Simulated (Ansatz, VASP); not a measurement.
**Ir: VASP beside Ansatz**

File INCAR:

```
PREC     = Accurate       # precision mode
ENCUT    = 600            # plane-wave cutoff, eV
EDIFF    = 1E-7           # SCF threshold, eV
ISMEAR   = 0              # smearing method
SIGMA    = 0.1            # smearing width, eV
LREAL    = False          # projectors in reciprocal space
LASPH    = True           # aspherical terms in the spheres
NELM     = 100            # most SCF steps
ALGO     = Normal         # electronic algorithm
ISIF     = 3              # what is computed and relaxed
LWAVE    = False          # write WAVECAR
LCHARG   = False          # write CHGCAR
GGA      = PE             # functional
IBRION   = 2              # ionic algorithm
NSW      = 100            # ionic steps
EDIFFG   = -0.005         # ionic threshold
```

Contents of KPOINTS:

```
Automatic mesh
0
Gamma
  18 18 18
```

Contents of POSCAR:

```
Ir
1.0
    0.0000000000      1.9377903888      1.9377903888
    1.9377903888      0.0000000000      1.9377903888
    1.9377903888      1.9377903888      0.0000000000
Ir
1
Direct
    0.0000000000      0.0000000000      0.0000000000
```

Input for Ansatz:

```yaml
crystal:
  lattice:
    - [0.0, 1.9377903887, 1.9377903887]
    - [1.9377903887, 0.0, 1.9377903887]
    - [1.9377903887, 1.9377903887, 0.0]
  atoms:
    - { symbol: Ir, position: [0.0, 0.0, 0.0] }
basis:
  ecutwfc: 420
kpoints:
  mp_grid: { grid: [18, 18, 18] }
hamiltonian:
  xc: pbe
  pseudopotentials: { kind: paw, azcp: { folder: soft_1 } }
scf:
  occupations: { method: gaussian, width: 0.1 }
output:
  forces: true
  stress: true
  eigenvalues: true
relax:
  adjacent_minimum: "off"
  f_tol: 0.005
  max_steps: 80
  cell: { stress_tol: 0.05 }
```

Alike in both runs: task relaxation of cell and atoms; functional PBE; k mesh 18 × 18 × 18; occupations gaussian, width 0.1 eV; no spin polarisation.

|  | VASP | Ansatz |
| --- | --- | --- |
| version | VASP 6.6.1 | Ansatz 0.2.0 |
| potentials or method | VASP PAW PBE potentials, release 64 (Ir) | scalar-relativistic, plane waves, PAW |
| plane-wave cutoff (eV) | 600 | 420 |
| valence electrons in the cell | 9 | 17 |

Ansatz gave:

- gap on the k mesh at the Fermi level, each at its own relaxed structure (eV): none
- relaxed volume (Å³/atom): 14.49
- relaxed cell length with the largest relative difference (Å): 2.737

Problem. What did VASP give for the same quantities?

Solution. gap on the k mesh at the Fermi level, each at its own relaxed structure (eV): none; relaxed volume (Å³/atom): 14.52; relaxed cell length with the largest relative difference (Å): 2.738.

A gap of «none» marks a metal or a gap that the smearing closes. The two sets of potentials don't hold the same shells in valence.

Spin-orbit coupling is left out, which matters for the levels of Ir.
